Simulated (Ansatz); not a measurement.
## Al: pressure against volume

Al, Fm-3m, a = 4.041 Å. Ansatz: PBE, PAW, 420 eV, Γ-centred 18×18×18 mesh on 1 atom, Gaussian smearing 0.10 eV; no spin polarisation. Symmetry fixes shape and atoms, so the cell is only scaled; pressure is positive in compression.

| V (Å³/atom) | P (GPa) |
| --- | --- |
| 15.512 | 5.42 |
| 16.008 | ? |
| 16.503 | 0.00 |
| 16.998 | -2.13 |
| 17.493 | -3.97 |

Q: Take V0 = 16.503 Å³/atom, fit the third-order Birch–Murnaghan form to the other rows, and predict the missing pressure.

A: With the Eulerian strain f = ½[(V0/V)^(2/3) − 1] and y = P/[3f(1 + 2f)^(5/2)], the form is the line y = B0 + 1.5 B0 (B0′ − 4) f. Rows (f, y): 0.02107, 77.3; -0.00975, 76.5; -0.01905, 76.6. Means f = -0.002577, y = 76.800; Σ(Δf)² = 0.0008820, ΣΔfΔy = 0.01727; the slope is their ratio. y = 76.85 + 19.58 f GPa, so B0 = 76.8 GPa and B0′ = 4 + 2 × (19.58)/(3 × 76.85) = 4.17. At V = 16.008, f = 0.01025, y = 77.05 and P = 2.49 GPa. The run gave 2.48 GPa, so the fit is 0.01 GPa too high, a small miss on the scale of the series.